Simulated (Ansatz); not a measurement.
# Sn: two-dimensional strain map

These are results of DFT r2SCAN, scalar-relativistic, plane waves, PAW (Ansatz 0.2.0), not measurements. Cutoff 500 eV, Γ-centred 26×26×26 k-points, Gaussian smearing of 0.15 eV. No spin polarisation. Energies are free energies at this smearing, counted from the undisturbed cell; pressure is positive in compression.

The starting cell (relaxed at this level; this form isn't the usual structure):

```xyz
1
Lattice="-1.6211 1.6211 2.5995 1.6211 -1.6211 2.5995 1.6211 1.6211 -2.5995" Properties=species:S:1:pos:R:3 pbc="T T T"
Sn    0.0000    0.0000    0.0000
```

The cell is strained by p along both x and y and by q along z, fractional coordinates fixed. Points are written (p, q).

Energy above the undisturbed cell in meV/atom (a dash: not computed):

```csv
p \ q,-0.050,-0.025,0.000,0.025,0.050
-0.050,118.8,82.7,?,37.8,26.0
-0.025,?,–,13.5,–,?
0.000,10.8,?,0.0,3.8,12.0
0.025,-0.7,–,–,–,–
0.050,8.7,–,37.9,–,82.7
```

(1) Fill in the withheld energies.

Results:

(1) (-0.050, 0.000): 56.2; (-0.025, -0.050): 48.4; (-0.025, 0.050): 5.5; (0.000, -0.025): 1.8.

Cost: 17 runs of about 11 core-minutes in all, on Oxide Virtual Turin-like Processor (Zen 5) (shared hosts).